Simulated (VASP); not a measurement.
A run of VASP 6.6.1:

The input run.py:

```python
from ase.calculators.vasp import Vasp
from ase.dft.bandgap import bandgap
from ase.io import read

atoms = read('PbSe.xyz')
calc = Vasp(
    directory='calc',
    xc='pbe',
    pp='PBE',
    setups='minimal',
    prec='Accurate',
    encut=500,
    ediff=1e-06,
    ismear=0,
    sigma=0.02,
    lreal=False,
    lasph=True,
    nelm=60,
    algo='Normal',
    isif=2,
    lwave=False,
    lcharg=True,
    lelf=True,
    lvhar=True,
    kpts=[8, 8, 8],
    gamma=True,
)
atoms.calc = calc

print('energy (eV):', atoms.get_potential_energy())
print('free energy (eV):', atoms.get_potential_energy(force_consistent=True))
print('forces (eV/A):')
print(atoms.get_forces())
print('stress (eV/A^3, Voigt):', atoms.get_stress())
print('Fermi level (eV):', calc.get_fermi_level())
gap, top, bottom = bandgap(calc)
print('band gap (eV):', gap, 'from (spin, k, band)', top, 'to', bottom)
```

PbSe.xyz

```xyz
2
Lattice="0.0000000000 3.0606500000 3.0606500000 3.0606500000 0.0000000000 3.0606500000 3.0606500000 3.0606500000 0.0000000000" Properties=species:S:1:pos:R:3 pbc="T T T"
Pb     0.0000000000      0.0000000000      0.0000000000
Se     3.0606500000      3.0606500000      3.0606500000
```

Potentials or basis: VASP PAW PBE potentials, release 64 (Pb, Se).

Launch:

```sh
$ python run.py
```

Hardware: 1 thread of Intel(R) Xeon(R) Platinum 8559C (Emerald Rapids), with other jobs on the host.

Q: How long does it take, and how much memory?

A: Run time: 16 s on 1 thread of Intel(R) Xeon(R) Platinum 8559C (Emerald Rapids), on a shared host, peak memory 0.17 GiB. Counts: scf iterations 13, k points 29.
